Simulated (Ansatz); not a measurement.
**RuS2**

```
Ru S
1.0
     0.00000    2.86664    2.86664
     2.86664    0.00000    2.86664
     2.86664    2.86664    0.00000
Ru S
1 2
Cartesian
  0.0000 0.0000 0.0000
  1.4333 1.4333 1.4333
  4.3000 4.3000 4.3000
```

Atoms are numbered in the order listed.

The cell was built from the fluorite type and relaxed in the same program, and has space group Fm-3m; it needn't be a known or the stable phase.

Levels of theory: DFT, PBE, all-electron LAPW, scalar-relativistic (Ansatz 0.2.0); DFT, PBE, PAW with Ansatz's default frozen-core files, scalar-relativistic (Ansatz 0.2.0).

For LAPW: a Γ-centred 11×11×11 k mesh, Fermi–Dirac smearing of 0.03 eV, basis error target 0.5 meV/atom, no spin polarisation. PAW takes a cutoff of 420 eV at this cell. The Ansatz runs share mesh, smearing and spin set-up. Values come from LAPW unless marked.

| Quantity | Value |
| --- | --- |
| Band gap | none at this level of theory (metallic, semimetallic, or a small gap that the functional closes) |
| Density of states at the Fermi level (0.2 eV bin) | 0.43 states/eV per cell |
| Löwdin charges (with 0.23 e of the cell spilling out of the atomic basis, so their sizes and signs hang on that basis) | Ru1 0.28, S2 -0.02 e |
| Bader charges (from the PAW run) | Ru1 +0.69, S2 -0.34 e |
| Volume per atom | 15.70 Å³ |
| Pressure at this cell | 0.03 GPa |
